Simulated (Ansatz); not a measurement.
## Rb under strains and displacements

Level of theory: DFT PBE, scalar-relativistic, plane waves, PAW (Ansatz).

Settings: cutoff 420 eV, Γ-centred mesh 9×9×6 on the computed 2-atom cell, Gaussian smearing of 0.10 eV; no spin polarisation.

Reference cell:

```
Rb
1.0
     5.08821    0.00000    0.00000
    -2.54410    4.40652    0.00000
     0.00000    0.00000    8.44206
Rb
2
Direct
  0.33333 0.66667 0.25000
  0.66667 0.33333 0.75000
```

Each variant moves atoms of this cell by the vectors given, if any (Å), and then applies a symmetric strain (tensor components, Cartesian axes). The reference cell isn't relaxed at this level. Energies are per atom at zero smearing, counted from the lowest variant. Pressure is positive in compression.

1. strain (xx yy zz yz xz xy, %) -3.77 -3.77 5.24 0.00 0.00 0.00
2. strain (xx yy zz yz xz xy, %) -1.44 -1.44 7.56 0.00 0.00 0.00
3. strain (xx yy zz yz xz xy, %) 3.61 3.61 2.11 0.00 0.00 0.00; moves: Rb1 (0.000, 0.000, 0.250); Rb2 (0.000, 0.000, -0.250)
4. strain (xx yy zz yz xz xy, %) -0.27 -0.27 8.73 0.00 0.00 0.00

```csv
result,ΔE (meV/atom),P (GPa),largest force (eV/Å)
A,3.6,-0.17,0.00
B,20.0,-0.20,0.12
C,7.9,-0.24,0.00
D,0.0,-0.01,0.00
```

Problem. Which variant gave which result?

Solution. A is 2, B is 3, C is 4, D is 1.

This form isn't the element's structure at ambient conditions.